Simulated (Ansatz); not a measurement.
# Zr3S8: the cost of one run

Program: Ansatz 0.2.0. Level of theory: DFT PBEsol, scalar-relativistic, plane waves, PAW. These are calculated values, not measurements.

2 further runs of the same task are left out: 1 that didn't finish, 1 set aside as unsound or not needed.

## Step 1: The starting structure

The structure is trigonal, space group P-3m1 (No. 164). The conventional cell has a = 3.627 Å, b = 3.627 Å, c = 5.881 Å, α = 90.00°, β = 90.00°, γ = 120.00°. Zr (site symmetry -3m) has 6 S at 2.55 Å as nearest neighbours. Around S (site symmetry 3m) lie 3 Zr at 2.55 Å.

Coordinates:

```cif
data_structure
_symmetry_space_group_name_H-M 'P 1'
_symmetry_Int_Tables_number 1
_cell_length_a 3.6274
_cell_length_b 3.6274
_cell_length_c 5.8808
_cell_angle_alpha 90.000
_cell_angle_beta 90.000
_cell_angle_gamma 120.000
_cell_volume 67.01
loop_
_atom_site_label
_atom_site_type_symbol
_atom_site_fract_x
_atom_site_fract_y
_atom_site_fract_z
_atom_site_occupancy
Zr1 Zr 0.00000 0.00000 0.00000 1
S1 S 0.33333 0.66667 0.24709 1
S2 S 0.66667 0.33333 0.75291 1
```

This cell was relaxed beforehand with the same method: volume 22.34 Å³/atom, gap on the mesh 0.76 eV.

The bulk reference comes from a run made before at the same settings: -1967.7185 eV/atom.

## Step 2: The (101) slab

Miller indices refer to the conventional cell of the relaxed bulk, P-3m1 (No. 164): a = 3.627 Å, b = 3.627 Å, c = 5.881 Å, α = 90.00°, β = 90.00°, γ = 120.00°.

Cut from the relaxed bulk: a (101) slab, 8.8 Å thick as cut, with 15 Å of vacuum; its outer planes are S (top) and S (bottom).

The slab as cut. Its planes from the bottom up:

```csv
plane,atoms per cell,height over the lowest (Å)
1,S,0.00
2,S,0.45
3,Zr,1.61
4,S,2.77
5,S,3.22
6,Zr,4.38
7,S,5.54
8,S,5.99
9,Zr,7.15
10,S,8.31
11,S,8.76
```

## Step 3: The slab as cut, atoms at the bulk's places

A dipole layer in the vacuum cancels the field that periodic copies would set up if the slab's two faces differ.

input.yaml reads:

```yaml
crystal:
  lattice:
    - [3.6273864348, 0.0, 0.0]
    - [-1.8136932174, 6.6672420203, 0.0]
    - [0.0, 0.0, 23.7582192531]
  atoms:
    - { symbol: S, position: [0.1701164439, 0.3402328879, 0.315680225] }
    - { symbol: S, position: [0.44088445, 0.8817689, 0.3344381583] }
    - { symbol: Zr, position: [0.6110008939, 0.2220017878, 0.3833727944] }
    - { symbol: S, position: [0.7811173379, 0.5622346757, 0.4323074306] }
    - { symbol: S, position: [0.0518853439, 0.1037706878, 0.4510653639] }
    - { symbol: Zr, position: [0.2220017878, 0.4440035757, 0.5] }
    - { symbol: S, position: [0.3921182318, 0.7842364636, 0.5489346361] }
    - { symbol: S, position: [0.6628862378, 0.3257724757, 0.5676925694] }
    - { symbol: Zr, position: [0.8330026818, 0.6660053635, 0.6166272056] }
    - { symbol: S, position: [0.0031191257, 0.0062382514, 0.6655618417] }
    - { symbol: S, position: [0.2738871318, 0.5477742635, 0.684319775] }
basis:
  ecutwfc: 420
kpoints:
  mp_grid: { grid: [8, 4, 1] }
hamiltonian:
  xc: pbesol
scf:
  occupations: { method: gaussian, width: 0.05 }
output:
  forces: true
  stress: true
  eigenvalues: true
  write_density: true
  write_potential: true
  elf: true
  volumetric_format: npy
efield:
  axis: 3
  dipole_correction: true
  ramp_width: 0.04
```

Started as:

```
$ ansatz run input.yaml --threads 1 --pin off --max-ram 2560MiB --backend cpu --events-out ev --progress --plain --runs-dir out
```

What time and memory should one allow on 1 thread of Intel Xeon Platinum 8559C (Emerald Rapids), shared host?

About 30 s, with a peak of 0.86 GiB.
